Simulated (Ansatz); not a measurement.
Space group Fm-3m (No. 225). a = 6.378 Å, b = 6.378 Å, c = 6.378 Å, α = 90.00°, β = 90.00°, γ = 90.00°
```json
{"atom": "K", "site": "4a", "symmetry": "m-3m", "x": "0.0000", "y": "0.0000", "z": "0.0000"}
{"atom": "Cl", "site": "4b", "symmetry": "m-3m", "x": "0.5000", "y": "0.0000", "z": "0.0000"}
```

Equation of state of this KCl structure (not necessarily the ground state), with shape and atoms relaxed at each volume where symmetry leaves them free. Computed with Ansatz, DFT PBE, scalar-relativistic, plane waves, PAW.

Cutoff 420 eV; k points 6×6×6 on the computed 2-atom cell (Γ-centred); Gaussian smearing, width 0.02 eV; no spin polarisation.

```json
{"V (Å³/atom)": "30.491", "E − E(largest V) (meV/atom)": "2.00", "P (GPa)": "1.20", "gap on mesh (eV)": "5.26"}
{"V (Å³/atom)": "31.464", "E − E(largest V) (meV/atom)": "-3.29", "P (GPa)": "0.56", "gap on mesh (eV)": "5.15"}
{"V (Å³/atom)": "32.437", "E − E(largest V) (meV/atom)": "-5.03", "P (GPa)": "0.03", "gap on mesh (eV)": "5.05"}
{"V (Å³/atom)": "33.410", "E − E(largest V) (meV/atom)": "-3.77", "P (GPa)": "-0.43", "gap on mesh (eV)": "4.96"}
{"V (Å³/atom)": "34.383", "E − E(largest V) (meV/atom)": "0.00", "P (GPa)": "-0.80", "gap on mesh (eV)": "4.87"}
```

**Question.** Fit a third-order Birch–Murnaghan equation to E(V).

**Answer.** V0 = 32.49 Å³/atom, B0 = 16 GPa, B0' = 4.8.